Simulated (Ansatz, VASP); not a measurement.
# SnSe2 in VASP and in Ansatz

```
CELL_PARAMETERS angstrom
3.84073 0.00000 0.00000
-1.92036 3.32617 0.00000
0.00000 0.00000 6.52635
ATOMIC_POSITIONS crystal
Sn 0.00000 0.00000 0.00000
Se 0.33333 0.66667 0.24115
Se 0.66667 0.33333 0.75885
```

Alike in both runs: functional r2SCAN; k mesh 9 × 9 × 4; no spin polarisation.

Ansatz relaxed the structure, and its values are those at the end. VASP's run is a single point on that final structure, the one shown.

|  | VASP | Ansatz |
| --- | --- | --- |
| version | VASP 6.6.1 | Ansatz 0.2.0 |
| potentials or method | VASP PAW PBE potentials, release 64 (Sn_d, Se) | scalar-relativistic, plane waves, PAW |
| plane-wave cutoff (eV) | 520 | 500 |
| occupations | gaussian, width 0.01 eV | fixed |
| valence electrons in the cell | 26 | 46 |

Ansatz gave:

```
gap on the k mesh at the Fermi level (eV) : 1.09
least direct gap on the mesh (eV)         : 1.46
pressure (GPa)                            : 0.0
rms of the force components (eV/Å)        : 0.000
```

Q: Which values does VASP return?

A: gap on the k mesh at the Fermi level (eV): 1.09; least direct gap on the mesh (eV): 1.46; pressure (GPa): 0.0; rms of the force components (eV/Å): 0.006.

The two sets of potentials don't hold the same shells in valence.

Caveats: the PAW data sets were made with another functional, which shifts forces and pressure a little (VASP); spin-orbit coupling is left out, which moves the levels of the heavy elements; an odd mesh through Γ misses points on the zone boundary, where band edges often lie.
